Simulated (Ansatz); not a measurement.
Isolated molecules relaxed with PBE0-D4/def2-TZVP in Ansatz; ΔE leaves out vibrations. CCSD(T)/CBS adds triple-zeta CCSD(T) − MP2 to the extrapolated MP2 energy (def2 sets, frozen cores). Functionals use def2-TZVPP. B3LYP here is the variant with VWN-RPA as its local correlation; programs differ in this. Each species was taken in one conformer, which may not be the lowest.

Reaction (cleavage of the Si–Si bond): `[AlH2][SiH]([SiH3])O[SiH3]` + `NC(N)=O` → `NC(=O)N[SiH3]` + `[AlH2][SiH2]O[SiH3]`

(1) Is it downhill or uphill in electronic energy at CCSD(T)/CBS, and by how much? (Best estimate.)

(2) What do these levels give: r2SCAN-D4, B3LYP-D4, HF/def2-TZVPP, MP2/def2-TZVPP, SCS-MP2/def2-TZVPP, CCSD/CBS(def2)? (Estimate.)

Largest T1 diagnostic among the species: 0.014.

Answers

(1) Ansatz gave: Downhill: ΔE = -50.3 kJ/mol.

(2) The calculation gave: r2SCAN-D4 -40.7, B3LYP-D4 -45.0, HF/def2-TZVPP -67.9, MP2/def2-TZVPP -57.4, SCS-MP2/def2-TZVPP -60.9, CCSD/CBS(def2) -52.8 kJ/mol.

The D4 term adds +3.2 kJ/mol with B3LYP and +2.2 kJ/mol with PBE0; it sums over pairs of atoms, weighted by their polarisabilities, and B3LYP, whose exchange is more repulsive, gets the larger term. From PBE to PBE0 (25 % exact exchange), in def2-TZVPP and without D4, ΔE moves by −6.8 kJ/mol.
